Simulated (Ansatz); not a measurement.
A generator proposed this cell of BP.

```cif
data_structure
_symmetry_space_group_name_H-M 'Cmme'
_symmetry_Int_Tables_number 67
_cell_length_a 5.3514
_cell_length_b 6.0301
_cell_length_c 5.3038
_cell_angle_alpha 90.000
_cell_angle_beta 90.000
_cell_angle_gamma 90.000
_cell_volume 171.15
loop_
_atom_site_label
_atom_site_type_symbol
_atom_site_symmetry_multiplicity
_atom_site_Wyckoff_symbol
_atom_site_fract_x
_atom_site_fract_y
_atom_site_fract_z
_atom_site_occupancy
B1 B 8 l 0.75000 0.00000 0.82809 1
P1 P 8 n 0.67038 0.75000 0.34692 1
```

Level of theory: DFT PBE, scalar-relativistic, plane waves, PAW (Ansatz). Plane waves to 420 eV, a k mesh through Γ of 4×4×4 on the computed 8-atom cell and Gaussian smearing (0.10 eV); no spin polarisation.

Energies over the elements count from the elements' standard structures at the same level, with no fitted energy shifts. The references include black phosphorus.

Question: What does a single point on this coarse mesh give?

Answer: The pressure is 62.0 GPa (the mean over three directions, positive in compression), the largest force is 9.99 eV/Å, and the energy is +1.21 eV/atom against the elements. The shortest distance is 1.82 Å.

Question: How much does it gain on relaxing, and where does it end?

Answer: Relaxing gains about 1.1 eV/atom (the start's value is from the coarse mesh, so the gain is rough) in 43 ionic steps and ends at +0.11 eV/atom on the finer mesh. The symmetry goes from Cmme (No. 67) to Pmmm (No. 47), and the primitive cell from 8 to 4 atoms. The volume per atom grows by 107.7 %, from 10.7 to 22.2 Å³. The shortest distance goes from 1.82 Å (B–P) to 1.65 Å (B–B). Conventional cell: a = 3.223 Å, b = 4.951 Å, c = 5.568 Å. Around B lie 1 B at 1.65 Å and 2 P at 1.85 Å; around P lie 2 B at 1.85 Å and 1 P at 2.11 Å.

The last run used an 8×8×8 mesh for its 8-atom cell and Gaussian smearing of 0.10 eV. Weakly bound directions are ill-defined at this level, which has no dispersion term. The reference form of P is held partly by dispersion forces, which this level lacks. The relaxation can't lower the symmetry of the start. A structure relaxed within its symmetry needn't be a true minimum.
